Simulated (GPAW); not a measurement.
# GaAs (F-43m): G0W0 with GPAW, start to end

Wanted: ground state, empty states, screening and self-energy for GaAs (F-43m).

Main program and level: GPAW 26.7.0; PBE and many-body steps on it, plane waves.

**Experimental background.**

- Gap 1.51 eV: band-edge emission energy from PL (direct gap at Gamma); photoluminescence, 633 nm excitation; 77 K; bulk crystal (MBE GaAs matrix around a thin InAs wetting layer on semi-insulating GaAs (100)) (“Photoluminescence of InAs/GaAs quantum dots under direct two-photon excitation”, 2020, pmc:7331710).

- Gap 1.412 ± 0.01 eV: direct gap E0 at Gamma from ellipsometry; variable-angle spectroscopic ellipsometry, parametric critical-point fit; 300 K; bulk crystal (semi-insulating GaAs(001) reference substrate with native oxide) (“Evidence of valence band perturbations in GaAsN/GaAs(001): A combined variable-angle spectroscopic ellipsometry and modulated photoreflectance investigation”, 2008, arxiv:0805.2212).

- Gap 1.42 eV: band-edge photoluminescence emission energy of the GaAs substrate; time-integrated photoluminescence; 300 K; bulk crystal ((001) GaAs substrate beneath GaBiAs epilayers) (“Investigation of the anisotropic electron g factor as a probe of the electronic structure of GaBixAs1-x/GaAs epilayers”, 2014, arxiv:1409.8467).

- Gap 1.418 ± 0.005 eV: direct gap E0 at Gamma from PR; modulated photoreflectance, low-field lineshape fit; 300 K; bulk crystal (semi-insulating GaAs(001) reference substrate) (“Evidence of valence band perturbations in GaAsN/GaAs(001): A combined variable-angle spectroscopic ellipsometry and modulated photoreflectance investigation”, 2008, arxiv:0805.2212).

### Step 1. The starting structure

Symmetry: F-43m, No. 216, cubic system. Conventional cell: a = 5.654 Å, b = 5.654 Å, c = 5.654 Å, α = 90.00°, β = 90.00°, γ = 90.00°. Ga has 4 As at 2.45 Å nearest. Nearest to As lie 4 Ga at 2.45 Å. Farther neighbours are not listed.

The cell and positions come from the Crystallography Open Database and are kept as given unless a step says otherwise.

### Step 2. Ground state

This step: GPAW 26.7.0; DFT, PBE, plane waves, PAW.

The ground-state density comes first.

The input, run.py:

```python
import json
import numpy as np
from gpaw.mpi import world
from ase import Atoms
from gpaw import GPAW, PW, FermiDirac

atoms = Atoms(['Ga', 'As'],
    cell=[[0.0000000000, 2.8268500000, 2.8268500000],
      [2.8268500000, 0.0000000000, 2.8268500000],
      [2.8268500000, 2.8268500000, 0.0000000000]],
    scaled_positions=[[0.0000000000, 0.0000000000, 0.0000000000],
      [0.2500000000, 0.2500000000, 0.2500000000]],
    pbc=(True, True, True))
calc = GPAW(mode=PW(450),
    xc='PBE',
    kpts={'size': (8, 8, 8), 'gamma': True},
    occupations=FermiDirac(0.001),
    nbands=-7,
    convergence={'density': 1e-6, 'bands': -3},
    maxiter=100,
    txt='gs.txt')
atoms.calc = calc
res = {'energy': atoms.get_potential_energy()}
kpts = calc.get_ibz_k_points()
res['kpts'] = kpts
res['eigenvalues'] = [calc.get_eigenvalues(kpt=k) for k in range(len(kpts))]
res['n_electrons'] = calc.get_number_of_electrons()
calc.write('gs.gpw')

if world.rank == 0:
    with open('result.json', 'w') as f:
        json.dump(res, f, default=lambda x: x.tolist())
```

On the command line:

```bash
> mpirun -n 4 gpaw python run.py
```

Numbers of over 12 decimals in the logs are rounded to 6 here.

The log of the run:

```text
__  _  _
 | _ |_)|_||  |
 |__||  | ||/\| - 26.7.0

Input parameters:
  mode=PW(ecut=450.000000),
  convergence={'density': 1e-06, 'bands': -3},
  kpts=MonkhorstPack(size=(8, 8, 8), gamma=True),
  maxiter=100,
  nbands=-7,
  occupations=Occupations(name='fermi-dirac', width=0.001, fixmagmom=False),
  xc=XC(name='PBE')
  [... matrices ...]
Diagonalizing LCAO Hamiltonian
Converting LCAO to pw mode

           As

       Ga

Atoms  # Å, Bohr magnetons
|   | symbol |        x |        y |        z |    initial magnetic moments |
| 0 |     Ga | 0.000000 | 0.000000 | 0.000000 | ( 0.0000,  0.0000,  0.0000) |
| 1 |     As | 1.413425 | 1.413425 | 1.413425 | ( 0.0000,  0.0000,  0.0000) |

Unit cell  # Å
| periodic |        x |        y |        z |  lengths |    angles |
|      yes | 0.000000 | 2.826850 | 2.826850 | 3.997770 | 60.000000 |
|      yes | 2.826850 | 0.000000 | 2.826850 | 3.997770 | 60.000000 |
|      yes | 2.826850 | 2.826850 | 0.000000 | 3.997770 | 60.000000 |

Number of symmetries: 24
Symmetry operations  # r_c * U_cc + t_c -> r_c
|    | kind |            matrix            |
|  0 |  E   |  1, 0, 0,  0, 1, 0,  0, 0, 1 |
|  1 |  σ   |  1, 0, 0,  0, 0, 1,  0, 1, 0 |
|  2 |  σ   |  1, 0,-1,  0, 1,-1,  0, 0,-1 |
|  3 |  C3  |  1, 0,-1,  0, 0,-1,  0, 1,-1 |
|  4 |  C3  |  1,-1, 0,  0,-1, 1,  0,-1, 0 |
|  5 |  σ   |  1,-1, 0,  0,-1, 0,  0,-1, 1 |
|  6 |  σ   |  0, 1, 0,  1, 0, 0,  0, 0, 1 |
|  7 |  C3  |  0, 1, 0,  0, 0, 1,  1, 0, 0 |
|  8 |  C2  |  0, 1,-1,  1, 0,-1,  0, 0,-1 |
|  9 |  S4  |  0, 1,-1,  0, 0,-1,  1, 0,-1 |
| 10 |  C3  |  0, 0, 1,  1, 0, 0,  0, 1, 0 |
| 11 |  σ   |  0, 0, 1,  0, 1, 0,  1, 0, 0 |
| 12 |  S4  |  0, 0,-1,  1, 0,-1,  0, 1,-1 |
| 13 |  C3  |  0, 0,-1,  0, 1,-1,  1, 0,-1 |
| 14 |  S4  |  0,-1, 1,  1,-1, 0,  0,-1, 0 |
| 15 |  C2  |  0,-1, 1,  0,-1, 0,  1,-1, 0 |
| 16 |  C3  |  0,-1, 0,  1,-1, 0,  0,-1, 1 |
| 17 |  S4  |  0,-1, 0,  0,-1, 1,  1,-1, 0 |
| 18 |  S4  | -1, 1, 0, -1, 0, 1, -1, 0, 0 |
| 19 |  C3  | -1, 1, 0, -1, 0, 0, -1, 0, 1 |
| 20 |  C3  | -1, 0, 1, -1, 1, 0, -1, 0, 0 |
| 21 |  S4  | -1, 0, 1, -1, 0, 0, -1, 1, 0 |
| 22 |  σ   | -1, 0, 0, -1, 1, 0, -1, 0, 1 |
| 23 |  C2  | -1, 0, 0, -1, 0, 1, -1, 1, 0 |

BZ-sampling:
  Number of BZ points: 512
  Number of IBZ points: 29

  Monkhorst-Pack size: [8, 8, 8]
  Monkhorst-Pack shift: [0.0625, 0.0625, 0.0625]

K-points  # in reciprocal-cell coordinates
|     |                                coordinates |     weight |
|   0 | (  0.00000000,   0.00000000,   0.00000000) | 0.00195312 |
|   1 | (  0.12500000,   0.12500000,   0.00000000) | 0.01171875 |
|   2 | (  0.12500000,   0.12500000,   0.12500000) | 0.01562500 |
|   3 | (  0.25000000,   0.12500000,   0.12500000) | 0.02343750 |
|   4 | (  0.25000000,   0.25000000,   0.00000000) | 0.01171875 |
|   5 | (  0.25000000,   0.25000000,   0.12500000) | 0.04687500 |
|   6 | (  0.25000000,   0.25000000,   0.25000000) | 0.01562500 |
|   7 | (  0.37500000,   0.25000000,  -0.37500000) | 0.04687500 |
|   8 | (  0.37500000,   0.25000000,   0.12500000) | 0.04687500 |
|   9 | (  0.37500000,   0.25000000,   0.25000000) | 0.04687500 |
| ... |                                            |            |
|  28 | (  0.50000000,   0.50000000,   0.50000000) | 0.00781250 |

Plane wave coefficients: 995
Cutoff: 450.000000 eV

Spin-components: 1 (collinear spins)
Bands:           11
Projectors:      10
Spin-degeneracy: 2
Datatype:        complex128

  Storage: CPU
  Wave functions: 4_802_864 bytes (1_200_716 per core)
  Projectors: 9_169_104 bytes (2_292_276 per core)
  [... matrices ...]
Parallelization:
  kpt:    4
  domain: 1
  band:   1

Density:
  Valence electrons: 8.0
  Components: 1
  Grid points: [20 20 20]
  Charge: 0.0  # |e|

Potential:
  Grid points: [20 20 20]

species:
  Ga:
    name:    Gallium
    Z:       31.0
    valence: 3
    core:    28
    charge:  0.0  # [|e|]
    compensation charges:
      type: gauss
      rc: 0.37  # [Å]
      lmax: 2
    cutoffs:
      filter: 2.06  # [Å]
      core: 4.17  # [Å]
    projectors
    | kind |    occ | energy [eV] | rcut [Å] |
    |   4s |  2.000 |      -8.945 |    1.164 |
    |   4p |  1.000 |      -2.580 |    1.164 |
    |    s |        |      18.266 |    1.164 |
    |    p |        |      24.631 |    1.164 |
    |    d |        |       0.000 |    1.164 |

    Using partial waves for Ga as LCAO basis

  As:
    name:    Arsenic
    Z:       33.0
    valence: 5
    core:    28
    charge:  0.0  # [|e|]
    compensation charges:
      type: gauss
      rc: 0.33  # [Å]
      lmax: 2
    cutoffs:
      filter: 1.87  # [Å]
      core: 2.96  # [Å]
    projectors
    | kind |    occ | energy [eV] | rcut [Å] |
    |   4s |  2.000 |     -14.487 |    1.058 |
    |   4p |  3.000 |      -5.196 |    1.058 |
    |    s |        |      12.725 |    1.058 |
    |    p |        |      22.016 |    1.058 |
    |    d |        |       0.000 |    1.058 |

    Using partial waves for As as LCAO basis

Reference energy: -114387.645129  # eV

eigensolver:
  PPCG
  Converge bands: -3
  niter=2

density mixing:
  MSR1-Mixer
  Pratt-step length: 0.05
  Maximum mixing coefficient: 0.75
  Old densities: 10
  SVD Regularization: 0.005
  Good broyden scale: 1.0
  Trust region scale: 1.0
  Backstep threshold: 4.0
  History deletion threshold: 6.0
  Fourier metric: weight=20.0, sigma=0.015

occupation numbers:
  Fermi-Dirac:
    width: 0.0010  # eV

poisson solver:
  ecut: 3600.000000  # eV

xc functional:
  name: PBE with 2 nearest neighbor stencil

Initialization done in: 0.609 s

convergence criteria:
- Maximum integral of absolute [dens]ity change: 1e-06 electrons / valence electron
- Maximum [total energy] change in last 3 cyles: 0.0005 eV / valence electron
- Maximum integral of absolute [eigenst]ate change: 4e-08 eV^2 / valence electron
maximum number of iterations: 100

SCF iterations
|iter     |     time |      energy | eigst |  dens |
|iter:   1|  |   -8.316335 | +0.83 |       |
|iter:   2|  |   -8.299043 | -0.90 | -0.89 |
|iter:   3|  |   -8.226447 | -1.88 | -0.93 |
|iter:   4|  |   -8.228218 | -3.47 | -1.52 |
|iter:   5|  |   -8.228469c| -4.38 | -2.05 |
|iter:   6|  |   -8.228485c| -5.52 | -2.81 |
|iter:   7|  |   -8.228486c| -7.16 | -3.55 |
|iter:   8|  |   -8.228486c| -8.20c| -4.10 |
|iter:   9|  |   -8.228486c| -8.83c| -5.41 |
|iter:  10|  |   -8.228486c| -9.32c| -5.85 |
|iter:  11|  |   -8.228486c|-10.26c| -7.01c|

Converged in 11 steps
SCF loop duration: 1.197 s (0.109 s/step)
Energy contributions relative to reference atoms: (reference = -114387.645129)
  [... matrices ...]
Energy contributions:
  Kinetic:          26.974889
  Coulomb:         -23.863253
  Zero:              0.019023
  External:          0.000000
  Xc:              -11.359144
  Entropy:          -0.000000
  Spinorbit:         0.000000
  ----------------------------
  Free energy:      -8.228486
  Extrapolated:     -8.228486

dipole moment: (-17.920499, -17.920499, -17.920499)  # |e|*Ang

Fermi level: 4.952
Eigenvalues  # (at kpt = [0.000, 0.000, 0.000])
| band index |      eig [eV] | occ [0-2] |
|          0 |        -7.775 |     2.000 |
|          1 |         4.921 |     2.000 |
|          2 |         4.921 |     2.000 |
|          3 |         4.921 |     2.000 |
|          4 |         5.508 |     0.000 |
|          5 |         8.695 |     0.000 |
|          6 |         8.695 |     0.000 |
|          7 |         8.695 |     0.000 |
|          8 |        12.577 |     0.000 |
|          9 |        15.009 |     0.000 |
|         10 |        15.009 |     0.000 |

Gap: 0.587 eV
Transition (v -> c):
  (s=0, k=0, n=3, [0.00, 0.00, 0.00]) -> (s=0, k=0, n=4, [0.00, 0.00, 0.00])
No difference between direct/indirect transitions
# Writing to gs.gpw (mode='')
  [... matrices ...]
```

It took 3.2 s on 4 MPI ranks of Arm Neoverse V2, shared host; peak memory 0.58 GiB; 12 s of CPU time.

This step gave:

```yaml
total_energy: -8.228 eV
gap: 0.5868 eV
k_of_the_valence_top: 0, 0, 0
k_of_the_conduction_bottom: 0, 0, 0
least_direct_gap: 0.5868 eV
```

The gap is direct, at Γ.

### Step 3. Bands along the symmetry lines

The cheap functional maps the bands first; the places of the edges decide which points the dearer methods must see.

The input, run.py:

```python
import json
import numpy as np
from gpaw.mpi import world
from gpaw import GPAW

path = [[0.000000, 0.000000, 0.000000],
    [-0.062500, -0.062500, 0.000000],
    [-0.125000, -0.125000, 0.000000],
    [-0.187500, -0.187500, 0.000000],
    [-0.250000, -0.250000, 0.000000],
    [-0.312500, -0.312500, 0.000000],
    [-0.375000, -0.375000, 0.000000],
    [-0.437500, -0.437500, 0.000000],
    [-0.500000, -0.500000, 0.000000],
    [-0.484375, -0.484375, 0.031250],
    [-0.468750, -0.468750, 0.062500],
    [-0.453125, -0.453125, 0.093750],
    [-0.437500, -0.437500, 0.125000],
    [-0.421875, -0.421875, 0.156250],
    [-0.406250, -0.406250, 0.187500],
    [-0.390625, -0.390625, 0.218750],
    [-0.375000, -0.375000, 0.250000],
    [-0.375000, 0.000000, 0.375000],
    [-0.328125, 0.000000, 0.328125],
    [-0.281250, 0.000000, 0.281250],
    [-0.234375, 0.000000, 0.234375],
    [-0.187500, 0.000000, 0.187500],
    [-0.140625, 0.000000, 0.140625],
    [-0.093750, 0.000000, 0.093750],
    [-0.046875, 0.000000, 0.046875],
    [0.000000, 0.000000, 0.000000],
    [0.000000, 0.000000, 0.062500],
    [0.000000, 0.000000, 0.125000],
    [0.000000, 0.000000, 0.187500],
    [0.000000, 0.000000, 0.250000],
    [0.000000, 0.000000, 0.312500],
    [0.000000, 0.000000, 0.375000],
    [0.000000, 0.000000, 0.437500],
    [-0.000000, -0.000000, 0.500000],
    [-0.062500, -0.031250, 0.468750],
    [-0.125000, -0.062500, 0.437500],
    [-0.187500, -0.093750, 0.406250],
    [-0.250000, -0.125000, 0.375000],
    [-0.312500, -0.156250, 0.343750],
    [-0.375000, -0.187500, 0.312500],
    [-0.437500, -0.218750, 0.281250],
    [-0.500000, -0.250000, 0.250000],
    [-0.500000, -0.281250, 0.218750],
    [-0.500000, -0.312500, 0.187500],
    [-0.500000, -0.343750, 0.156250],
    [-0.500000, -0.375000, 0.125000],
    [-0.500000, -0.406250, 0.093750],
    [-0.500000, -0.437500, 0.062500],
    [-0.500000, -0.468750, 0.031250],
    [-0.500000, -0.500000, 0.000000]]
calc = GPAW('gs.gpw').fixed_density(kpts=path,
    symmetry='off',
    nbands=14,
    convergence={'bands': 10},
    txt='bands.txt')
res = {}
kpts = calc.get_ibz_k_points()
res['kpts'] = kpts
res['eigenvalues'] = [calc.get_eigenvalues(kpt=k) for k in range(len(kpts))]
res['n_electrons'] = calc.get_number_of_electrons()

if world.rank == 0:
    with open('result.json', 'w') as f:
        json.dump(res, f, default=lambda x: x.tolist())
```

On the command line:

```bash
> mpirun -n 4 gpaw python run.py
```

The log of the run:

```text
Diagonalizing LCAO Hamiltonian
Converting LCAO to pw mode
convergence criteria:
- Maximum integral of absolute [eigenst]ate change: 4e-08 eV^2 / valence electron
maximum number of iterations: 100

SCF iterations
|iter     |     time |      energy | eigst |  dens |
|iter:   1|  |             | +1.71 |       |
|iter:   2|  |             | +0.36 |       |
|iter:   3|  |             | -0.83 |       |
|iter:   4|  |             | -2.17 |       |
|iter:   5|  |             | -3.44 |       |
|iter:   6|  |             | -5.17 |       |
|iter:   7|  |             | -6.38 |       |
|iter:   8|  |             | -7.87c|       |
SCF steps: 8
  __  _  _
 | _ |_)|_||  |
 |__||  | ||/\| - 26.7.0

Input parameters:
  mode=PW(ecut=450.000000),
  convergence={'bands': 10},
  gpts=array([20, 20, 20]),
  kpts=KPoints(kpts=array([[ 0.      ,  0.      ,  0.      ],
         [-0.0625  , -0.0625  ,  0.      ],
         [-0.125   , -0.125   ,  0.      ],
         [-0.1875  , -0.1875  ,  0.      ],
[...]
[-0.484375, -0.484375,  0.03125 ],
[...]
[-0.453125, -0.453125,  0.09375 ],
[...]
[-0.421875, -0.421875,  0.15625 ],
[...]
[-0.390625, -0.390625,  0.21875 ],
[...]
[-0.328125,  0.      ,  0.328125],
[...]
[-0.234375,  0.      ,  0.234375],
[...]
[-0.140625,  0.      ,  0.140625],
[...]
[-0.046875,  0.      ,  0.046875],
         [ 0.      ,  0.      ,  0.      ],
         [ 0.      ,  0.      ,  0.0625  ],
         [ 0.      ,  0.      ,  0.125   ],
[...]
[ 0.      ,  0.      ,  0.375   ],
         [ 0.      ,  0.      ,  0.4375  ],
[...]
[-0.5     , -0.4375  ,  0.0625  ],
         [-0.5     , -0.46875 ,  0.03125 ],
         [-0.5     , -0.5     ,  0.      ]])),
  maxiter=100,
  nbands=14,
  occupations=Occupations(name='fermi-dirac', width=0.001, fixmagmom=False),
  parallel={},
  symmetry=Symmetry(point_group=False, time_reversal=False),
  xc=XC(name='PBE')
  [... matrices ...]
timing:  # [seconds]
  Total: 0.020  # ━━━━━━━━━━━━━━━━━━━━━━━━━━━━━━━━━━━━━━━━━━━━━━━━━━━━━━━━━━━
```

The job ended after 3.2 s (4 MPI ranks; peak memory 0.61 GiB).

This step gave:

```yaml
gap: 0.5868 eV
k_of_the_valence_top: 0, 0, 0
k_of_the_conduction_bottom: 0, 0, 0
least_direct_gap: 0.5868 eV
```

The gap is 0.587 eV, as in the run before at this level.

The electronic bands at the labelled points (eV, zero at the top of the highest filled band; v1 is the highest filled band, c1 the lowest empty one):

| point | v4 | v3 | v2 | v1 | c1 | c2 | c3 | c4 |
| --- | --- | --- | --- | --- | --- | --- | --- | --- |
| Γ | -12.70 | 0.00 | 0.00 | 0.00 | 0.59 | 3.77 | 3.77 | 3.77 |
| halfway | -11.83 | -4.09 | -1.69 | -1.69 | 2.01 | 3.31 | 6.66 | 6.66 |
| X | -10.34 | -6.79 | -2.66 | -2.66 | 1.48 | 1.68 | 10.22 | 10.22 |
| halfway | -10.33 | -6.74 | -3.19 | -2.56 | 1.67 | 2.60 | 9.26 | 9.46 |
| U | -10.39 | -6.59 | -3.85 | -2.25 | 1.98 | 4.68 | 8.01 | 8.11 |
| jump to K | -10.39 | -6.59 | -3.85 | -2.25 | 1.98 | 4.68 | 8.01 | 8.11 |
| halfway | -11.76 | -4.55 | -2.44 | -0.68 | 2.74 | 4.80 | 4.85 | 5.68 |
| Γ | -12.70 | 0.00 | 0.00 | 0.00 | 0.59 | 3.77 | 3.77 | 3.77 |
| halfway | -12.06 | -4.14 | -0.68 | -0.68 | 1.50 | 4.64 | 4.64 | 6.00 |
| L | -11.06 | -6.61 | -1.13 | -1.13 | 1.05 | 4.67 | 4.67 | 7.79 |
| halfway | -10.73 | -6.45 | -3.22 | -1.93 | 3.07 | 4.20 | 6.39 | 7.73 |
| W | -10.30 | -6.59 | -3.54 | -3.33 | 4.67 | 4.75 | 5.46 | 6.08 |
| halfway | -10.32 | -6.69 | -3.14 | -3.03 | 2.58 | 2.79 | 8.19 | 8.40 |
| X | -10.34 | -6.79 | -2.66 | -2.66 | 1.48 | 1.68 | 10.22 | 10.22 |

The electronic bands as a text plot (rows in eV, shown from -8.0 to 6.6 only):

```
    6.3 |                  +++              +         ++ +++
    5.7 |    +              +++++++                  +  ++++
    5.1 |                       +  ++      +      +++    +
    4.5 |  ++             +      ++      +++++++++++++++++++
    3.9 |++              +         ++++++++             +   +
    3.2 |  +++++        +                             ++
    2.6 |  +++  ++     +    +++++++                  +       ++
    2.0 |     ++  +++ + ++++       ++               +         +++
    1.4 | +     ++++++++             +  ++++++++  ++            +
    0.8 |+                            ++        ++
    0.2 |*                           ****
   -0.4 | ***                   ******   ****
   -1.0 | *  *                **   ***  *    *******
   -1.6 |     **           ***   **               ****
   -2.2 |  **   ***     ***     *  **    **         * **
   -2.8 |    *     *****                   *         *  **   ****
   -3.4 |              ***  **** **                   ********
   -4.0 |     **          **                *
   -4.7 |                       *
   -5.3 |       **            **             **
   -5.9 |         *         **                 *
   -6.5 |          ** ******                    *****************
   -7.1 |            *
   -7.7 |
         Γ           X  U|K            Γ         L        W     X
```

### Step 4. Empty states on the mesh, 6×6×6 mesh, 681 bands

The sums over transitions need many empty states on a uniform mesh; this step solves for them.

The input, run.py:

```python
import json
import numpy as np
from gpaw.mpi import world
from gpaw import GPAW

calc = GPAW('gs.gpw').fixed_density(kpts={'size': (6, 6, 6), 'gamma': True},
    parallel={'domain': 1, 'band': 1},
    txt='nscf.txt')
calc.diagonalize_full_hamiltonian(nbands=681)
calc.write('full.gpw', mode='all')
res = {}
kpts = calc.get_ibz_k_points()
res['kpts'] = kpts
res['eigenvalues'] = [calc.get_eigenvalues(kpt=k) for k in range(len(kpts))]
res['n_electrons'] = calc.get_number_of_electrons()

if world.rank == 0:
    with open('result.json', 'w') as f:
        json.dump(res, f, default=lambda x: x.tolist())
```

On the command line:

```bash
> mpirun -n 4 gpaw python run.py
```

The log of the run:

```text
Diagonalizing LCAO Hamiltonian
Converting LCAO to pw mode
convergence criteria:
- Maximum integral of absolute [eigenst]ate change: 4e-08 eV^2 / valence electron
maximum number of iterations: 100

SCF iterations
|iter     |     time |      energy | eigst |  dens |
|iter:   1|  |             | +0.85 |       |
|iter:   2|  |             | -0.98 |       |
|iter:   3|  |             | -2.88 |       |
|iter:   4|  |             | -4.64 |       |
|iter:   5|  |             | -5.90 |       |
|iter:   6|  |             | -7.02 |       |
|iter:   7|  |             | -7.72c|       |
SCF steps: 7
  __  _  _
 | _ |_)|_||  |
 |__||  | ||/\| - 26.7.0

Input parameters:
  mode=PW(ecut=450.000000),
  convergence={'density': 1e-06, 'bands': -3},
  gpts=array([20, 20, 20]),
  kpts=MonkhorstPack(size=(6, 6, 6), gamma=True),
  maxiter=100,
  nbands=11,
  occupations=Occupations(name='fermi-dirac', width=0.001, fixmagmom=False),
  parallel={'domain': 1, 'band': 1},
  xc=XC(name='PBE')
Matrix size: 975x975
# Writing to full.gpw (mode='all')
  [... matrices ...]

timing:  # [seconds]
  Total: 5.343  # ━━━━━━━━━━━━━━━━━━━━━━━━━━━━━━━━━━━━━━━━━━━━━━━━━━━━━━━━━━━
```

Elapsed: 7.6 s, on 4 MPI ranks; peak memory 1 GiB.

This step gave:

| Item | Value |
| --- | --- |
| gap | 0.5868 eV |
| k of the valence top | 0, 0, 0 |
| k of the conduction bottom | 0, 0, 0 |
| least direct gap | 0.5868 eV |
| k points computed | 16 |
| lowest point of the top converged band, above the valence top | 338.3025 eV |

On this mesh the gap is 0.587 eV.

(Part 1 of 2 ends here.)

[Paths, hosts, dates, memory and timing lines, banners, echoed tables and standing remarks are left out of the program output.]

[Logs are printed without paths, hosts, clocks, repeated set-up lines and the standing remarks that a program may print on its own settings, such as how far it seeks lower states.]

[Runs of the session that timed out or met a known fault of the program may be left out.]

[Hosts, paths, dates, database ids (printed as entryN), source tags and the programs' standing remarks are cut or masked in the printed files.]
